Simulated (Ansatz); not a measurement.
**SnO in Ansatz: the effect of functional**

Crystal: SnO.

```
CELL_PARAMETERS angstrom
3.81370 0.00000 0.00000
0.00000 3.81370 0.00000
0.00000 0.00000 4.88691
ATOMIC_POSITIONS crystal
Sn 0.50000 0.00000 0.76463
Sn 0.00000 0.50000 0.23537
O 0.00000 0.00000 0.00000
O 0.50000 0.50000 0.00000
```

The cell is a database's computed one.

Alike in all runs:

- Program: Ansatz 0.2.0
- Task: band structure
- Potentials or basis: Ansatz PAW
- k mesh: 4 × 4 × 3
- Occupations: fermi-dirac, width 0.05 eV
- Spin: no spin polarisation

```csv
functional,cutoff,gap on the mesh (eV),pressure (GPa),largest force (eV/Å)
LDA,420 eV (not typed: the program's choice for these potentials),0.23,-3.3,0.22
PBEsol,420 eV (not typed: the program's choice for these potentials),0.13,-0.6,0.12
RPBE,420 eV (not typed: the program's choice for these potentials),0.14,6.2,0.59
revPBE,420 eV (not typed: the program's choice for these potentials),0.14,5.5,0.54
BLYP,420 eV (not typed: the program's choice for these potentials),0.37,8.2,0.55
r2SCAN,500 eV (not typed: the program's choice for these potentials),?,?,?
HSE06,420 eV (not typed: the program's choice for these potentials),0.52,-0.8,0.26
PBE0,420 eV (not typed: the program's choice for these potentials),1.15,-0.8,0.27
r2SCAN0,500 eV (not typed: the program's choice for these potentials),1.29,-3.1,0.56
```

Task: What does the run with functional r2SCAN give?

Result: gap on the mesh 0.28 eV; pressure -0.4 GPa; largest force 0.12 eV/Å.

Caveats: all runs use coarse meshes; spin-orbit coupling is left out, which moves the levels of the heavy elements; the PAW data sets come from PBE, with cores solved anew for the run's functional, which leaves a small shift of forces and pressure; the thresholds are loose for stress (some runs).

Runs at the PBE level aren't shown here.
